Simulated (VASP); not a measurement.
# Hf (P6_3/mmc) in VASP: a series of runs

One crystal, Hf, is run at these levels: PBE+D3(BJ), BLYP+D3(BJ), LDA, r2SCAN, PBE; tasks: single point, relaxation of cell and atoms.

Everything below comes from runs of VASP 6.6.1. Logs are shortened: lines on timing, memory, paths and dates and some standing lists are left out, and cuts for length are marked.

## 1. The structure

The structure is hexagonal, space group P6_3/mmc (No. 194). The conventional cell has a = 3.197 Å, b = 3.197 Å, c = 5.058 Å, α = 90.00°, β = 90.00°, γ = 120.00°. Hf (site symmetry -6m2) has 12 Hf at 3.13 to 3.20 Å as nearest neighbours.

## 2. Single point, PBE+D3(BJ)

File run.py:

```python
from ase.calculators.vasp import Vasp
from ase.dft.bandgap import bandgap
from ase.spacegroup import crystal

atoms = crystal(
    ['Hf'],
    basis=[[0.6666666667, 0.3333333333, 0.75]],
    spacegroup=194,
    setting=1,
    cellpar=[3.1967, 3.1967, 5.0578, 90.0, 90.0, 120.0],
    primitive_cell=True,
)
calc = Vasp(
    directory='calc',
    xc='pbe',
    pp='PBE',
    setups='recommended',
    pp_version='54',
    prec='Accurate',
    encut=520,
    ediff=1e-06,
    ismear=1,
    sigma=0.1,
    lreal=False,
    lasph=True,
    nelm=60,
    algo='Fast',
    isif=2,
    lwave=False,
    lcharg=False,
    ivdw=12,
    kpts=[10, 10, 5],
    gamma=True,
)
atoms.calc = calc

print('energy (eV):', atoms.get_potential_energy())
print('free energy (eV):', atoms.get_potential_energy(force_consistent=True))
print('forces (eV/A):')
print(atoms.get_forces())
print('stress (eV/A^3, Voigt):', atoms.get_stress())
print('Fermi level (eV):', calc.get_fermi_level())
gap, top, bottom = bandgap(calc)
print('band gap (eV):', gap, 'from (spin, k, band)', top, 'to', bottom)
```

Potentials or basis: VASP PAW PBE potentials, release 54 (Hf_pv).

On the command line:

```sh
> python run.py
```

The program printed:

```text
energy (eV): -20.75041433
free energy (eV): -20.75020767
forces (eV/A):
[[-0.  0.  0.]
 [ 0. -0.  0.]]
stress (eV/A^3, Voigt): [ 0.01925134  0.01925134  0.02275998 -0.          0.          0.        ]
Fermi level (eV): 4.90302121
band gap (eV): 0.0 from (spin, k, band) (None, None, None) to (None, None, None)
```

OUTCAR:

```text
ENCUT = 520.000000
   EDIFF = 1.00e-06
   GGA = PE
   PREC = Accurate
   ISIF = 2
   ISMEAR = 1
   NELM = 60
   IVDW = 12
   LASPH = .TRUE.
   LREAL = .FALSE.
 IVDW          = 12

 ion  position               nearest neighbor table
   1  0.667  0.333  0.750-   2 3.13   2 3.13   2 3.13   2 3.13   2 3.13   2 3.13
   2  0.333  0.667  0.250-   1 3.13   1 3.13   1 3.13   1 3.13   1 3.13   1 3.13

  LATTYP: Found a hexagonal cell.
 ALAT       =     3.1967000000
 C/A-ratio  =     1.5821941377

  Lattice vectors:

 A1 = (   3.1967000000,   0.0000000000,   0.0000000000)
 A2 = (  -1.5983500000,   2.7684234083,   0.0000000000)
 A3 = (   0.0000000000,   0.0000000000,   5.0578000000)

Analysis of symmetry for initial positions (statically):
=====================================================================
 Subroutine PRICEL returns:
 Original cell was already a primitive cell.

 Routine SETGRP: Setting up the symmetry group for a
 hexagonal supercell.

 Subroutine GETGRP returns: Found 24 space group operations
 (whereof 12 operations were pure point group operations)
 out of a pool of 24 trial point group operations.

The static configuration has the point symmetry D_3d.
 The point group associated with its full space group is D_6h.

Analysis of symmetry for dynamics (positions and initial velocities):
=====================================================================
 Subroutine PRICEL returns:
 Original cell was already a primitive cell.

 Routine SETGRP: Setting up the symmetry group for a
 hexagonal supercell.

 Subroutine GETGRP returns: Found 24 space group operations
 (whereof 12 operations were pure point group operations)
 out of a pool of 24 trial point group operations.

The dynamic configuration has the point symmetry D_3d.
 The point group associated with its full space group is D_6h.

 Subroutine INISYM returns: Found 24 space group operations
 (whereof 12 operations are pure point group operations),
 and found     1 'primitive' translations

----------------------------------------------------------------------------------------

                                     Primitive cell

  volume of cell :      44.7606

  direct lattice vectors                    reciprocal lattice vectors
     3.196700000  0.000000000  0.000000000     0.312822598  0.180608211  0.000000000
    -1.598350000  2.768423408  0.000000000     0.000000000  0.361216423  0.000000000
     0.000000000  0.000000000  5.057800000     0.000000000  0.000000000  0.197714421

  length of vectors
     3.196700000  3.196700000  5.057800000     0.361216423  0.361216423  0.197714421

  position of ions in fractional coordinates (direct lattice)
     0.666666667  0.333333333  0.750000000
     0.333333333  0.666666667  0.250000000

  ion indices of the primitive-cell ions
   primitive index   ion index
                 1           1
                 2           2

----------------------------------------------------------------------------------------

 KPOINTS: KPOINTS created by Atomic Simulation Env

Automatic generation of k-mesh.
 Grid dimensions read from file:
 generate k-points for:   10   10    5

 Generating k-lattice:

[... 45 lines left out ...]
   total plane-waves  NPLWV =  23040
   dimension x,y,z NGX =    24 NGY =   24 NGZ =   40
   dimension x,y,z NGXF=    48 NGYF=   48 NGZF=   80
   ions per type =               2
   NGX,Y,Z   is equivalent  to a cutoff of  12.48, 12.48, 13.15 a.u.
   NGXF,Y,Z  is equivalent  to a cutoff of  24.96, 24.96, 26.30 a.u.
 SYSTEM =  unknown system
   PREC   = accura    normal or accurate (medium, high low for compatibility)
   ISTART =      0    job   : 0-new  1-cont  2-samecut
   ICHARG =      2    charge: 1-file 2-atom 10-const
   ISPIN  =      1    spin polarized calculation?
   LNONCOLLINEAR =      F non collinear calculations
   LSORBIT =      F    spin-orbit coupling
   LASPH  =      T    aspherical Exc in radial PAW
   ENCUT  =  520.0 eV  38.22 Ry    6.18 a.u.   5.94  5.94  9.40*2*pi/ulx,y,z
   NELM   =     60;   NELMIN=  2; NELMDL= -5     # of ELM steps
   EDIFF  = 0.1E-05   stopping-criterion for ELM
   LREAL  =      F    real-space projection
   EDIFFG = 0.1E-04   stopping-criterion for IOM
   NSW    =      0    number of steps for IOM
   IBRION =     -1    ionic relax: 0-MD 1-quasi-New 2-CG
   NFREE  =      0    steps in history (QN), initial steepest desc. (CG)
   ISIF   =      2    stress and relaxation
   ISYM   =      2    0-nonsym 1-usesym 2-fastsym
   POTIM  = 0.5000    time-step for ionic-motion
   TEBEG  =    0.0;   TEEND  =   0.0 temperature during run
   PSTRESS=    0.0 pullay stress
   NELECT =      20.0000    total number of electrons
   NUPDOWN=      -1.0000    fix difference up-down
   EMIN   =  10.00;   EMAX   =-10.00  energy-range for DOS
   EFERMI =   0.00;   METHOD = LEGACY
   ISMEAR =     1;   SIGMA  =   0.10  broadening in eV -4-tet -1-fermi 0-gaus
   EFERMI_NEDOS =   21; number of points for ismear=-14 and -15
   IALGO  =     68    algorithm
   IMIX   =      4    mixing-type and parameters
     AMIX     =   0.40;   BMIX     =  1.00
     AMIX_MAG =   1.60;   BMIX_MAG =  1.00
  volume/ion in A,a.u.               =      22.38       151.03
  Fermi-wavevector in a.u.,A,eV,Ry     =   1.251563  2.365112 21.312311  1.566411
  Thomas-Fermi vector in A             =   2.385505
   LORBIT       =      0    0 simple, 1 ext, 2 COOP (PROOUT), +10 PAW based schemes
   GGA     = PE    functional components
   LHFCALC =     F    Hartree Fock is set to
   AEXX    =    0.0000 exact exchange contribution
   IVDW    =    12    specifies the selected vdW correction
   LEPSILON=     F    determine dielectric tensor
   LRPA    =     F    only Hartree local field effects (RPA)
 non-spin polarized calculation
 RMM-DIIS sequential band-by-band and
 Methfessel and Paxton  Order N= 1 SIGMA  =   0.10
  energy-cutoff  :      520.00
  volume of cell :       44.76
 maximum number of plane-waves:      1220
 NGX is ok and might be reduce to    24
   NGX = 11   NGY = 11   NGZ = 19

 number of electron      20.0000004 magnetization

 Free energy of the ion-electron system (eV)
  ---------------------------------------------------
  ext. energy  EPLUGINS =         0.00000000
  ---------------------------------------------------
  free energy    TOTEN  =       -19.85002150 eV

  energy without entropy =      -19.85064149  energy(sigma->0) =      -19.85022816

 E-fermi :   4.9030     XC(G=0): -11.2809

 val. band max:        4.8949871788   @ k =   0.1000   0.1000   0.4000
 cond. band min:       4.9117805706   @ k =   0.1000   0.1000   0.2000
 fundamental gap:      0.0167933918
 Fermi energy:         4.9030212086

 k-point     1 :       0.0000    0.0000    0.0000
  band No.  band energies     occupation
      1     -26.1589      2.00000
      2     -25.4124      2.00000
      3     -25.4124      2.00000
      4     -25.2931      2.00000
      5     -25.2848      2.00000
      6     -25.2848      2.00000
      7      -2.4640      2.00000
      8       1.2084      2.00000
      9       5.5556     -0.00000
     10       6.0990     -0.00000
     11       6.0990     -0.00000
     12       6.3740     -0.00000
     13       6.9198      0.00000
     14       6.9199      0.00000
[... 377 lines left out ...]
      1     -26.0110      2.00000
      2     -25.8838      2.00000
      3     -25.7021      2.00000
      4     -25.5815      2.00000
      5     -25.4887      2.00000
      6     -25.4159      2.00000
      7       1.4627      2.00000
      8       2.4292      2.00000
      9       3.2479      2.00000
     10       3.8044      2.00000
     11       5.5615     -0.00000
     12       5.9068     -0.00000
     13       6.5501     -0.00000
     14       9.6827      0.00000

 [... further k-points ...]

------------------------ aborting loop because EDIFF is reached ----------------------------------------

 Edisp (eV)   -0.90019

 E8    (eV) :    -0.4829

  FORCE on cell =-STRESS in cart. coord.  units (eV):
  Direction    XX          YY          ZZ          XY          YZ          ZX
  --------------------------------------------------------------------------------------
  -------------------------------------------------------------------------------------
  Total      -0.86170    -0.86170    -1.01875    -0.00000    -0.00000    -0.00000
  in kB     -30.84405   -30.84405   -36.46551    -0.00000    -0.00000    -0.00000
  external pressure =      -32.72 kB  Pullay stress =        0.00 kB

 VOLUME and BASIS-vectors are now :
 -----------------------------------------------------------------------------
  energy-cutoff  :      520.00
  volume of cell :       44.76
      direct lattice vectors                 reciprocal lattice vectors
     3.196700000  0.000000000  0.000000000     0.312822598  0.180608211  0.000000000
    -1.598350000  2.768423408  0.000000000     0.000000000  0.361216423  0.000000000
     0.000000000  0.000000000  5.057800000     0.000000000  0.000000000  0.197714421

 POSITION                                       TOTAL-FORCE (eV/Angst)
 -----------------------------------------------------------------------------------
      1.59835      0.92281      3.79335        -0.000000      0.000000      0.000000
     -0.00000      1.84562      1.26445         0.000000     -0.000000      0.000000
 -----------------------------------------------------------------------------------
    total drift:                               -0.000000      0.000000     -0.000000

  FREE ENERGIE OF THE ION-ELECTRON SYSTEM (eV)
  ---------------------------------------------------
  free  energy   TOTEN  =       -20.7502076723 eV

  energy  without entropy=      -20.7508276700  energy(sigma->0) =      -20.75041434
```

INCAR:

```text
ENCUT = 520.000000
SIGMA = 0.100000
EDIFF = 1.00e-06
ALGO = Fast
GGA = PE
PREC = Accurate
ISIF = 2
ISMEAR = 1
NELM = 60
IVDW = 12
LASPH = .TRUE.
LCHARG = .FALSE.
LWAVE = .FALSE.
LREAL = .FALSE.
```

Wall time 32 s (1 thread of AMD EPYC 7R13 (Zen 3), shared host); peak memory 0.14 GiB.

Results:

- Free energy: -20.7502 eV
- Pressure: -3.3 GPa
- Band gap on the k mesh: none (metal or under the smearing width)
- Dispersion energy per atom: -0.450 eV

Caveat: pairwise dispersion overbinds metals, which lowers pressure and volume.

[end of part 1 of 2]
